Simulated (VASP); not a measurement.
Wanted: the native input for a VASP 6.6.1 run.

* Task: single point
* Functional: PBEsol
* Potentials or basis: VASP PAW PBE potentials, release 64 (Ti_sv, H)
* Cutoff: 520 eV
* k mesh: 18 × 18 × 8
* Occupations: gaussian, width 0.1 eV
* Spin: no spin polarisation
* Dipole correction: no
* Further INCAR settings: ALGO = Fast; EDIFF = 1e-06; NBANDS = 21

The structure of TiH lies in POSCAR:

```
TiH
1.0
    2.7273142110      0.0000000000      0.0000000000
   -1.3636571055      2.3619233908      0.0000000000
    0.0000000000      0.0000000000      5.4621412473
Ti H
2 2
Direct
    0.0000000000      0.0000000000     -0.0189995087
    0.0000000000      0.0000000000      0.4810004913
    0.6666666700      0.3333333300      0.7689995087
    0.3333333300      0.6666666700      0.2689995087
```

The cell comes from a database or a generator and needn't be the stable form of this composition.

The cell isn't the ideal one: strained and moved within a subgroup.

The input as run:

INCAR

```
PREC     = Accurate       # precision mode
ENCUT    = 520            # plane-wave cutoff, eV
EDIFF    = 1E-6           # SCF threshold, eV
ISMEAR   = 0              # smearing method
SIGMA    = 0.1            # smearing width, eV
LREAL    = False          # projectors in reciprocal space
LASPH    = True           # aspherical terms in the spheres
NELM     = 100            # most SCF steps
ALGO     = Fast           # electronic algorithm
ISIF     = 2              # what is computed and relaxed
LWAVE    = False          # write WAVECAR
LCHARG   = False          # write CHGCAR
GGA      = PS             # functional
NBANDS   = 21             # bands
```

KPOINTS

```
Automatic mesh
0
Gamma
  18 18 8
```

Potentials or basis: VASP PAW PBE potentials, release 64 (Ti_sv, H).

Run with:

```console
$ cat potpaw_PBE.64/Ti_sv/POTCAR potpaw_PBE.64/H/POTCAR > POTCAR
$ mpirun -np 1 vasp_std > vasp.out
```

Results of the run:

```yaml
Pressure: 6.9 GPa
Largest_force: 0.624 eV/Å
Band_gap_on_the_k_mesh: none (metal or under the smearing width)
```

Caveat: the PAW data sets were made with another functional, which shifts forces and pressure a little.

It took 2.8 min on 1 thread of Intel(R) Xeon(R) 6975P-C (Granite Rapids), on a shared host, peak memory 0.23 GiB.
